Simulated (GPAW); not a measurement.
Runs of GPAW 26.7.0 on BAs. Symmetry: F-43m, No. 216, cubic system. The conventional cell has a = 4.777 Å, b = 4.777 Å, c = 4.777 Å, α = 90.00°, β = 90.00°, γ = 90.00°. As (site symmetry -43m) has 4 B at 2.07 Å as nearest neighbours. B (site symmetry -43m) is surrounded by 4 As at 2.07 Å. 

```tsv
task	level	potentials or basis	spin	cell	k mesh	cutoff (eV)	smearing	eigensolver	maxiter	band path	band points	spin axis theta (degrees)	other keys	mesh quality	gap on the mesh (eV)	pressure (GPa)
band structure	BLYP	PAW data sets generated in the run's folder for this functional, pw	SOC, no magnetisation	as given	8 × 8 × 8	800	fermi-dirac 0.05 eV	davidson	150	GXWKGLUWLK,UX	60	90	-	not flagged	1.35	8.2
hybrid scf	r2SCAN0	GPAW PAW data sets (gpaw-data 1.2.1), pw	off	as given	5 × 5 × 5	550	fermi-dirac 0.001 eV	-	40	-	-	-	-	coarse	(a)	-
single point	LDA	the program's PAW data sets (release 1.2.1) made for this functional, pw	off	as given	8 × 8 × 8	600	fermi-dirac 0.01 eV	-	150	-	-	-	-	not flagged	1.15	-3.4
dielectric tensor	PBE	GPAW PAW data sets (gpaw-data 1.2.1), pw	off	as given	8 × 8 × 8	550	fermi-dirac 0.001 eV	-	150	-	-	-	-	not flagged	(b)	-
hybrid scf	TPSSh	GPAW PAW data sets (gpaw-data 1.2.1), pw	off	as given	5 × 5 × 5	550	fermi-dirac 0.001 eV	-	40	-	-	-	-	coarse	1.71	-
single point	LDA	the program's PAW data sets (release 1.2.1) made for this functional, pw	off	as given	8 × 8 × 8	650	fermi-dirac 0.01 eV	-	150	-	-	-	-	not flagged	1.15	-3.4
one-shot levels on a semilocal density	r2SCAN	GPAW PAW data sets (gpaw-data 1.2.1), pw	off	as given	7 × 7 × 7	550	fermi-dirac 0.05 eV	-	100	-	-	-	several, not listed	not flagged	1.40	-
```

**Question.** Estimate the missing entries.

**Answer.** (a) 2.63; (b) 1.20.

Caveats: some runs use coarse meshes; the PAW data sets were made with another functional, which shifts forces and pressure a little (some runs); an odd mesh through Γ misses points on the zone boundary, where band edges often lie (some runs); the scaled meta-GGA exchange is a class typed in the script (some runs); the cutoff is short for stress and forces, so pressures can be off by a GPa or more (some runs); spin-orbit coupling was added after a scalar SCF, so levels and gaps hold it while energy, forces, pressure and moments don't (some runs); this program's spin-orbit splittings come out too wide for heavy elements (some runs); the long-wavelength limit can be off by a per cent or two (some runs).

A k mesh can miss the band edges, and rows without SOC leave out spin-orbit coupling on As.
